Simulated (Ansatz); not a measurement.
**Where the states of KCl lie**

```cif
data_structure
_symmetry_space_group_name_H-M 'Pm-3m'
_symmetry_Int_Tables_number 221
_cell_length_a 3.6340
_cell_length_b 3.6340
_cell_length_c 3.6340
_cell_angle_alpha 90.000
_cell_angle_beta 90.000
_cell_angle_gamma 90.000
_cell_volume 47.99
loop_
_atom_site_label
_atom_site_type_symbol
_atom_site_symmetry_multiplicity
_atom_site_Wyckoff_symbol
_atom_site_fract_x
_atom_site_fract_y
_atom_site_fract_z
_atom_site_occupancy
K1 K 1 a 0.00000 0.00000 0.00000 1
Cl1 Cl 1 b 0.50000 0.50000 0.50000 1
```

The runs use the primitive cell with vectors (3.634, 0.000, 0.000), (0.000, 3.634, 0.000), (0.000, 0.000, 3.634) Å, to which the k mesh refers.

The cell is COD entry 1000050, as deposited and not checked against the literature; nothing was relaxed.

Level of theory: Ansatz 0.2.0, DFT, PBEsol, all-electron LAPW, scalar-relativistic.

Numerical set-up: a Γ-centred 7×7×7 k mesh, Fermi–Dirac smearing of 0.01 eV, basis error target 1 meV/atom, no spin polarisation.

Question: Which of the resolved shells contributes most in the top eV of the valence band?

Answer: Cl 3p, with 98 % of all states there; K 3p follows with 1 %.

Question: Tabulate the density of states.

Answer: States per eV and cell, averaged over 0.4 eV, from -2.1 to 0.1 eV, with energies (bin centres) from the valence-band top; empty bins are left out. The partial columns, the largest 3 alone, are projections on Löwdin-orthogonalised atomic shells (those that the program's projection atoms carry: the occupied ones and, for some elements, an empty d or f shell; other empty shells have no column), summed over atoms of an element. Weights on diffuse s and p shells depend on that basis and aren't pure angular character.
| E (eV) | total | Cl 3p | K 4s | K 3p |
| --- | --- | --- | --- | --- |
| -2.0 | 0.75 | 0.65 | 0.08 | 0.01 |
| -1.6 | 4.24 | 3.95 | 0.18 | 0.05 |
| -1.2 | 2.79 | 2.66 | 0.05 | 0.03 |
| -0.8 | 2.32 | 2.24 | 0.02 | 0.02 |
| -0.4 | 4.54 | 4.46 | 0.01 | 0.02 |
| 0.0 | 0.36 | 0.36 | 0.00 | 0.00 |
